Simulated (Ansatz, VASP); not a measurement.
## Sb in VASP and in Ansatz

File INCAR:

```
PREC = Accurate
ENCUT = 520
EDIFF = 1E-6
ISMEAR = 0
SIGMA = 0.028000000000000004
LREAL = F
LASPH = T
NELM = 60
ALGO = Normal
ISIF = 2
LWAVE = F
LCHARG = T
GGA = PE
LELF = T
LVHAR = T
NBANDS = 12
```

File KPOINTS:

```
regular mesh
0
Gamma
  9 9 5
```

Contents of POSCAR:

```
Sb
1.0
    3.3545324186      0.0000000000      0.0000000000
   -1.6772662093      2.9051102923      0.0000000000
    0.0000000000      0.0000000000      5.4701606500
Sb
2
Direct
    0.6666666667      0.3333333333      0.7500000000
    0.3333333333      0.6666666667      0.2500000000
```

input.yaml

```yaml
crystal:
  lattice:
    - [3.3545324186, 0.0, 0.0]
    - [-1.6772662093, 2.9051102923, 0.0]
    - [0.0, 0.0, 5.47016065]
  atoms:
    - { symbol: Sb, position: [0.6666666667, 0.3333333333, 0.75] }
    - { symbol: Sb, position: [0.3333333333, 0.6666666667, 0.25] }
hamiltonian:
  xc: pbe
  pseudopotentials: { kind: paw }
kpoints:
  mp_grid: { grid: [9, 9, 5] }
scf:
  occupations: { method: gaussian, width: 0.028 }
output:
  forces: true
  stress: true
  eigenvalues: true
  write_density: true
  write_potential: true
  elf: true
  volumetric_format: npy
```

This isn't the form of Sb at room conditions, which is rhombohedral.

Alike in both runs: task single point; functional PBE; k mesh 9 × 9 × 5; occupations gaussian, width 0.028 eV; no spin polarisation.

```csv
,VASP,Ansatz
version,VASP 6.6.1,Ansatz 0.2.0
potentials or method,"VASP PAW PBE potentials, release 64 (Sb)",Ansatz PAW
plane-wave cutoff (eV),520,420
valence electrons in the cell,10,30
```

```tsv
	VASP	Ansatz	Ansatz less VASP
gap on the k mesh at the Fermi level (eV)	none	none	-
pressure (GPa)	1.3	1.5	+0.16
largest component of the traceless stress (GPa)	0.34	0.32	-0.019
```

A gap of «none» marks a metal or a gap that the smearing closes. The two sets of potentials don't hold the same shells in valence.

The runs have no spin-orbit coupling, so splittings on Sb are missing.
